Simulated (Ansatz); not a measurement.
From the elastic tensor of Mg₃Sb₂ to moduli and sound speeds

Theory: Ansatz, DFT PBEsol, scalar-relativistic, plane waves, PAW. Plane waves to 420 eV; Γ-centred k mesh 12×12×6; Gaussian smearing of 0.01 eV. No spin polarisation.

It takes space group P-3m1 (No. 164, trigonal). The conventional cell has a = 4.550 Å, b = 4.550 Å, c = 7.182 Å, α = 90.00°, β = 90.00°, γ = 120.00°. Around Mg (site symmetry 3m) lie 4 Sb at 2.82 to 2.93 Å and 3 Mg at 3.24 Å. Mg (site symmetry -3m) has 6 Sb at 3.08 Å as nearest neighbours. Sb (site symmetry 3m) has 7 Mg at 2.82 to 3.08 Å as nearest neighbours.

Relaxed-ion constants (GPa, on the Cartesian axes of the calculation):
C11 = 76.4, C12 = 39.2, C13 = 23.4, C14 = 5.0, C22 = 76.4, C23 = 23.4, C24 = -5.0, C33 = 81.3, C44 = 17.7, C55 = 17.7, C56 = 5.0, C66 = 18.6 GPa; the others vanish.

Density 4.080 g/cm³; 5 atoms in 128.78 Å³.

The values that follow are for a polycrystal of randomly turned grains, by Hill's mean where one number stands.

With S = C⁻¹: B_V = (C11+C22+C33+2(C12+C13+C23))/9, G_V = (C11+C22+C33−C12−C13−C23+3(C44+C55+C66))/15, 1/B_R = S11+S22+S33+2(S12+S13+S23), 15/G_R = 4(S11+S22+S33−S12−S13−S23)+3(S44+S55+S66); Hill is their mean. Then v_l = √((B+4G/3)/ρ), v_t = √(G/ρ), v_m = [(2/v_t³+1/v_l³)/3]^(−1/3) and Θ = (ħ/k_B)·v_m·(6π²n/V)^(1/3) for n atoms in the volume V; E = 9BG/(3B+G), ν = (3B−2G)/(2(3B+G)) and A^U = 5G_V/G_R + B_V/B_R − 6.

```
Bulk modulus, Voigt / Reuss / Hill          : 45.1 / 45.0 / 45.0 GPa
Shear modulus, Voigt / Reuss / Hill         : 20.7 / 18.4 / 19.5 GPa
Young's modulus                             : 51 GPa
Poisson ratio                               : 0.310
Pugh ratio B/G                              : 2.30
Universal anisotropy index                  : 0.61
Longitudinal and transverse sound speeds    : 4174 and 2188 m/s
Debye temperature from the mean sound speed : 247 K
```

Cost: 1 run of about 26 core-minutes, on Arm Neoverse V1 (shared hosts).